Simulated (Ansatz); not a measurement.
# MoS2: the cost of one run

Program: Ansatz 0.2.0. Level of theory: DFT PBE, scalar-relativistic, plane waves, PAW. These are calculated values, not measurements.

## (1) The structure to begin with

Symmetry: P-6m2, No. 187, hexagonal system. Conventional cell: a = 3.184 Å, b = 3.184 Å, c = 17.335 Å, α = 90.00°, β = 90.00°, γ = 120.00°. Mo (site symmetry -6m2) has 6 S at 2.41 Å in its first shell of neighbours. S (site symmetry 3m) is surrounded by 3 Mo at 2.41 Å.

Structure file:

```cif
data_structure
_symmetry_space_group_name_H-M 'P 1'
_symmetry_Int_Tables_number 1
_cell_length_a 12.7365
_cell_length_b 12.7365
_cell_length_c 17.6246
_cell_angle_alpha 84.817
_cell_angle_beta 79.592
_cell_angle_gamma 60.000
_cell_volume 2435.26
loop_
_atom_site_label
_atom_site_type_symbol
_atom_site_fract_x
_atom_site_fract_y
_atom_site_fract_z
_atom_site_occupancy
Mo1 Mo 0.50000 0.50000 0.00000 1
Mo2 Mo 0.75000 0.50000 0.00000 1
Mo3 Mo 0.75000 0.25000 0.00000 1
Mo4 Mo 0.00000 0.00000 0.00000 1
Mo5 Mo 0.25000 0.00000 0.00000 1
Mo6 Mo 0.50000 0.00000 0.00000 1
Mo7 Mo 0.75000 0.00000 0.00000 1
Mo8 Mo 0.25000 0.75000 0.00000 1
Mo9 Mo 0.50000 0.75000 0.00000 1
Mo10 Mo 0.75000 0.75000 0.00000 1
Mo11 Mo 0.00000 0.50000 0.00000 1
Mo12 Mo 0.25000 0.50000 0.00000 1
Mo13 Mo 0.00000 0.25000 0.00000 1
Mo14 Mo 0.25000 0.25000 0.00000 1
Mo15 Mo 0.50000 0.25000 0.00000 1
Mo16 Mo 0.00000 0.75000 0.00000 1
S1 S 0.68904 0.41667 0.91051 1
S2 S 0.93904 0.41667 0.91051 1
S3 S 0.93904 0.16667 0.91051 1
S4 S 0.18904 0.91667 0.91051 1
S5 S 0.43904 0.91667 0.91051 1
S6 S 0.68904 0.91667 0.91051 1
S7 S 0.93904 0.91667 0.91051 1
S8 S 0.43904 0.66667 0.91051 1
S9 S 0.68904 0.66667 0.91051 1
S10 S 0.93904 0.66667 0.91051 1
S11 S 0.18904 0.41667 0.91051 1
S12 S 0.43904 0.41667 0.91051 1
S13 S 0.18904 0.16667 0.91051 1
S14 S 0.43904 0.16667 0.91051 1
S15 S 0.68904 0.16667 0.91051 1
S16 S 0.18904 0.66667 0.91051 1
S17 S 0.89429 0.41667 0.08949 1
S18 S 0.14429 0.41667 0.08949 1
S19 S 0.14429 0.16667 0.08949 1
S20 S 0.39429 0.91667 0.08949 1
S21 S 0.64429 0.91667 0.08949 1
S22 S 0.89429 0.91667 0.08949 1
S23 S 0.14429 0.91667 0.08949 1
S24 S 0.64429 0.66667 0.08949 1
S25 S 0.89429 0.66667 0.08949 1
S26 S 0.14429 0.66667 0.08949 1
S27 S 0.39429 0.41667 0.08949 1
S28 S 0.64429 0.41667 0.08949 1
S29 S 0.39429 0.16667 0.08949 1
S30 S 0.64429 0.16667 0.08949 1
S31 S 0.89429 0.16667 0.08949 1
S32 S 0.39429 0.66667 0.08949 1
```

The runs take a perfect supercell of 48 atoms; the defect goes to fractional position (0.500, 0.500, 0.000).

## (2) The perfect supercell

input.yaml reads:

```yaml
crystal:
  lattice:
    - [6.368252, 11.030136, 0.0]
    - [12.736504, 0.0, 0.0]
    - [1.592063, 2.757534, -17.3346]
  atoms:
    - { symbol: Mo, position: [0.5, 0.5, 0.0] }
    - { symbol: Mo, position: [0.75, 0.5, 0.0] }
    - { symbol: Mo, position: [0.75, 0.25, 0.0] }
    - { symbol: Mo, position: [0.0, 0.0, 0.0] }
    - { symbol: Mo, position: [0.25, 0.0, 0.0] }
    - { symbol: Mo, position: [0.5, 0.0, 0.0] }
    - { symbol: Mo, position: [0.75, 0.0, 0.0] }
    - { symbol: Mo, position: [0.25, 0.75, 0.0] }
    - { symbol: Mo, position: [0.5, 0.75, 0.0] }
    - { symbol: Mo, position: [0.75, 0.75, 0.0] }
    - { symbol: Mo, position: [0.0, 0.5, 0.0] }
    - { symbol: Mo, position: [0.25, 0.5, 0.0] }
    - { symbol: Mo, position: [0.0, 0.25, 0.0] }
    - { symbol: Mo, position: [0.25, 0.25, 0.0] }
    - { symbol: Mo, position: [0.5, 0.25, 0.0] }
    - { symbol: Mo, position: [0.0, 0.75, 0.0] }
    - { symbol: S, position: [0.68904, 0.416667, 0.910506] }
    - { symbol: S, position: [0.93904, 0.416667, 0.910506] }
    - { symbol: S, position: [0.93904, 0.166667, 0.910506] }
    - { symbol: S, position: [0.18904, 0.916667, 0.910506] }
    - { symbol: S, position: [0.43904, 0.916667, 0.910506] }
    - { symbol: S, position: [0.68904, 0.916667, 0.910506] }
    - { symbol: S, position: [0.93904, 0.916667, 0.910506] }
    - { symbol: S, position: [0.43904, 0.666667, 0.910506] }
    - { symbol: S, position: [0.68904, 0.666667, 0.910506] }
    - { symbol: S, position: [0.93904, 0.666667, 0.910506] }
    - { symbol: S, position: [0.18904, 0.416667, 0.910506] }
    - { symbol: S, position: [0.43904, 0.416667, 0.910506] }
    - { symbol: S, position: [0.18904, 0.166667, 0.910506] }
    - { symbol: S, position: [0.43904, 0.166667, 0.910506] }
    - { symbol: S, position: [0.68904, 0.166667, 0.910506] }
    - { symbol: S, position: [0.18904, 0.666667, 0.910506] }
    - { symbol: S, position: [0.894293, 0.416667, 0.089494] }
    - { symbol: S, position: [0.144293, 0.416667, 0.089494] }
    - { symbol: S, position: [0.144293, 0.166667, 0.089494] }
    - { symbol: S, position: [0.394293, 0.916667, 0.089494] }
    - { symbol: S, position: [0.644293, 0.916667, 0.089494] }
    - { symbol: S, position: [0.894293, 0.916667, 0.089494] }
    - { symbol: S, position: [0.144293, 0.916667, 0.089494] }
    - { symbol: S, position: [0.644293, 0.666667, 0.089494] }
    - { symbol: S, position: [0.894293, 0.666667, 0.089494] }
    - { symbol: S, position: [0.144293, 0.666667, 0.089494] }
    - { symbol: S, position: [0.394293, 0.416667, 0.089494] }
    - { symbol: S, position: [0.644293, 0.416667, 0.089494] }
    - { symbol: S, position: [0.394293, 0.166667, 0.089494] }
    - { symbol: S, position: [0.644293, 0.166667, 0.089494] }
    - { symbol: S, position: [0.894293, 0.166667, 0.089494] }
    - { symbol: S, position: [0.394293, 0.666667, 0.089494] }
basis:
  ecutwfc: 420
  fft_grid_basis: typed
kpoints:
  mp_grid: { grid: [1, 1, 1] }
hamiltonian:
  xc: pbe
  pseudopotentials: { kind: paw }
scf:
  occupations: { method: gaussian, width: 0.05 }
output:
  forces: true
  stress: false
  eigenvalues: true
  bader: false
  write_density: true
  volumetric_format: npy
```

On the command line:

```console
ansatz run input.yaml --threads 4 --pin off --max-ram 10240MiB --backend cpu --events-out ev --progress --plain --runs-dir out
```

What time and memory should one allow on 4 threads of Intel Xeon 6975P-C (Granite Rapids), shared host?

About 5.1 s, with a peak of 2.3 GiB.
